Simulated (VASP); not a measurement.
A run of VASP 6.6.1:

Contents of INCAR:

```
SYSTEM = AlGa7N8
PREC = Accurate
ENCUT = 520
EDIFF = 1E-6
ISMEAR = 0
SIGMA = 0.03
LREAL = .False.
LASPH = .True.
NELM = 80
ALGO = Normal
ISIF = 2
LWAVE = .False.
LCHARG = .False.
MAGMOM = 0 0 0 0 0 0 0 0 0 0 0 0 0 0 0 0 0 0 0 0 0 0 0 0 0 0 0 0 0 0 0 0 0 0 0 0 0 0 0 0 0 0 0 0 0 0 0 0
LORBIT = 11
LSORBIT = .True.
GGA_COMPAT = .False.
GGA = PS
NBANDS = 162
KPAR = 4
```

Contents of KPOINTS:

```
Automatic mesh
0
Gamma
  6 6 4
  0 0 0
```

The input POSCAR:

```
AlGa7N8                                 
1.0
    0.0000000000      0.0000000000     -5.1615172778
    3.1712617110      5.4927864098      0.0000000000
    3.1712617110     -5.4927864098      0.0000000000
  Al              Ga              N             
     1     7     8
Direct
     0.0015941741028485    0.1666666699999979    0.3333333300000021
     0.0011490597799906    0.1672453289925642    0.8336226594962852
     0.0011490597799906    0.6663773405037148    0.3327546710074358
     0.0011490597799906    0.6663773405037148    0.8336226594962852
     0.5005974010926693    0.3325418128379951    0.6650836356759768
     0.5005974010926693    0.3325418128379951    0.1674581871620049
     0.5010039816446863    0.8333333300000021    0.6666666699999979
     0.5005974010926693    0.8349163643240232    0.1674581871620049
     0.6335111930422457    0.1666666699999979    0.3333333300000021
     0.6231984872913046    0.1672321913247998    0.8336160906624031
     0.6231984872913046    0.6663839093375969    0.3327678086752002
     0.6231984872913046    0.6663839093375969    0.8336160906624031
     0.1217313977987473    0.3299523496660370    0.6599047093320678
     0.1217313977987473    0.3299523496660370    0.1700476503339630
     0.1238616133220845    0.8333333300000021    0.6666666699999979
     0.1217313977987473    0.8400952906679322    0.1700476503339630
```

KPOINTS_OPT

```
explicit points
6
Reciprocal
 0.0000000000  0.0000000000  0.0000000000 1
 0.5000000000  0.0000000000  0.0000000000 1
 0.5000000000  0.3333333333  0.3333333333 1
 0.0000000000  0.3333333333  0.3333333333 1
 0.5000000000  0.5000000000  0.0000000000 1
 0.0000000000  0.5000000000  0.0000000000 1
```

Potentials or basis: VASP PAW PBE potentials, release 64 (Al, Ga_d, N).

Run with:

```bash
$ cat potpaw_PBE.64/Al/POTCAR potpaw_PBE.64/Ga_d/POTCAR potpaw_PBE.64/N/POTCAR > POTCAR
$ mpirun -np 4 vasp_ncl > vasp.out
```

Hardware: 4 MPI ranks on Intel(R) Xeon(R) Platinum 8488C (Sapphire Rapids) (shared host).

Q: How long does it take, and how much memory?

A: Wall time 56 min on 4 MPI ranks on Intel(R) Xeon(R) Platinum 8488C (Sapphire Rapids), with other jobs on the host, peak memory 6.3 GiB a rank. Counts: scf iterations 28, k points 114.
